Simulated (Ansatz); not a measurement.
# MgO: the cost of one run

Computed with Ansatz 0.2.0 (DFT PBEsol, scalar-relativistic, plane waves, PAW, unless a step's input says otherwise).

6 further runs of the same task are left out: 6 set aside as unsound or not needed.

**1. The starting structure**

The structure is hexagonal, space group P6_3/mmc (No. 194). Conventional cell: a = 3.495 Å, b = 3.495 Å, c = 4.195 Å, α = 90.00°, β = 90.00°, γ = 120.00°. Mg (site symmetry -6m2) is surrounded by 5 O at 2.02 to 2.10 Å. O (site symmetry -6m2) is surrounded by 5 Mg at 2.02 to 2.10 Å.

Structure file:

```cif
data_structure
_symmetry_space_group_name_H-M 'P6_3/mmc'
_symmetry_Int_Tables_number 194
_cell_length_a 3.4948
_cell_length_b 3.4948
_cell_length_c 4.1947
_cell_angle_alpha 90.000
_cell_angle_beta 90.000
_cell_angle_gamma 120.000
_cell_volume 44.37
loop_
_atom_site_label
_atom_site_type_symbol
_atom_site_symmetry_multiplicity
_atom_site_Wyckoff_symbol
_atom_site_fract_x
_atom_site_fract_y
_atom_site_fract_z
_atom_site_occupancy
Mg1 Mg 2 c 0.66667 0.33333 0.75000 1
O1 O 2 d 0.66667 0.33333 0.25000 1
```

It goes back to an entry of the Materials Project, which need not be the stable form.

This cell was relaxed beforehand with the same method: volume 11.09 Å³/atom, gap on the mesh 3.28 eV.

**2. Plan of the line**

The energy is mapped over two normal modes frozen in (zone-centre modes of the cell shown).

The axes are (1) amplitude of mode 4 (288 cm⁻¹), largest displacement: 11 values from −0.122 Å; (2) amplitude of mode 7 (405 cm⁻¹), largest displacement: 11 values from −0.143 Å.

Nothing else is relaxed (the cell and all other modes fixed). Energies count from the relaxed high-symmetry cell. Points are written as (first, second).

The modes come from a phonon run on the reference cell, made beforehand.

Displacement patterns for an amplitude of 1 (Å):

```csv
atom,x1,y1,z1,x2,y2,z2
Mg1,1.000,0.000,0.000,0.000,0.000,1.000
Mg2,-1.000,0.000,0.000,0.000,0.000,-1.000
O3,-0.736,0.000,0.000,0.000,0.000,0.105
O4,0.736,0.000,0.000,0.000,0.000,-0.105
```

**3. Grid point (−0.024 Å, −0.114 Å)**

The input, input.yaml:

```yaml
crystal:
  lattice:
    - [3.4947663863, 0.0, 0.0]
    - [-1.7473831932, 3.0265564708, 0.0]
    - [0.0, 0.0, 4.1947132299]
  atoms:
    - { symbol: Mg, position: [0.659684798, 0.3333333333, 0.7227275755] }
    - { symbol: Mg, position: [0.340315202, 0.6666666667, 0.2772724245] }
    - { symbol: O, position: [0.6718073379, 0.3333333333, 0.2471393389] }
    - { symbol: O, position: [0.3281926621, 0.6666666667, 0.7528606611] }
basis:
  ecutwfc: 520.0
kpoints:
  mp_grid: { grid: [9, 9, 6] }
hamiltonian:
  xc: pbesol
  pseudopotentials: { kind: paw, azcp: { folder: soft_1 } }
scf:
  occupations: { method: gaussian, width: 0.05 }
output:
  forces: true
  stress: true
  eigenvalues: true
```

Run with:

```sh
ansatz run input.yaml --threads 1 --pin off --max-ram 2048MiB --backend cpu --events-out ev --progress --plain --runs-dir out
```

Q: Estimate wall time and peak memory on 1 thread of AMD EPYC 9R45 (Zen 5), shared host.

About 5 s, with a peak of 0.54 GiB.
